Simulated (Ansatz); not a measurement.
Consider a 16-atom supercell of Li3N (space group P6/mmm, No. 191) at its relaxed geometry.

```yaml
crystal:
  lattice:
    - [7.26871, 0.00000, 0.00000]
    - [-3.63435, 6.29489, 0.00000]
    - [3.63435, 6.29489, 3.86452]
  atoms:
    - { symbol: Li, position: [0.50000, 0.50000, 0.50000] }
    - { symbol: Li, position: [0.50000, 0.00000, 0.50000] }
    - { symbol: Li, position: [0.00000, 0.50000, 0.50000] }
    - { symbol: Li, position: [0.00000, 0.00000, 0.50000] }
    - { symbol: Li, position: [0.16667, 0.33333, 0.00000] }
    - { symbol: Li, position: [0.16667, 0.83333, 0.00000] }
    - { symbol: Li, position: [0.66667, 0.33333, 0.00000] }
    - { symbol: Li, position: [0.66667, 0.83333, 0.00000] }
    - { symbol: Li, position: [0.33333, 0.16667, 0.00000] }
    - { symbol: Li, position: [0.33333, 0.66667, 0.00000] }
    - { symbol: Li, position: [0.83333, 0.16667, 0.00000] }
    - { symbol: Li, position: [0.83333, 0.66667, 0.00000] }
    - { symbol: N, position: [0.00000, 0.00000, 0.00000] }
    - { symbol: N, position: [0.00000, 0.50000, 0.00000] }
    - { symbol: N, position: [0.50000, 0.00000, 0.00000] }
    - { symbol: N, position: [0.50000, 0.50000, 0.00000] }
```

The values are results of Kohn–Sham DFT with the PBE functional, run in Ansatz (a first-principles code) with PAW and 420 eV plane waves, spin-orbit coupling left out, not measurements.

For the base:

* **Pressure**: 0.0 GPa

It is then changed as follows: a neutral Li interstitial (started 1.85 Å from the nearest host atom), atoms relaxed at fixed cell, starting from a slightly rattled geometry.

Question: Estimate the effect on the largest displacement of a host atom from its site in the perfect cell.

Answer: The largest displacement of a host atom from its site in the perfect cell amounts to 0.67 Å.

Question: What does the calculation give for the final site of the added atom after the change?

Answer: The final site of the added atom is 2 N at 2.00 Å (bent).

Question: How does this affect the pressure?

Answer: The pressure goes from zero to 1.5 GPa.

Other magnetic orders, which the real material may have, were not ruled out. The cell is small, so the values are those of an ordered compound at a high defect concentration; dilute-limit values will differ. The mesh was chosen for an insulator and is coarse for the gapless case. Seeded moments were not kept for Li interstitial (started 1.85 Å from the nearest host atom). The defect cell is spin-polarised and ends with 0.0 μB.
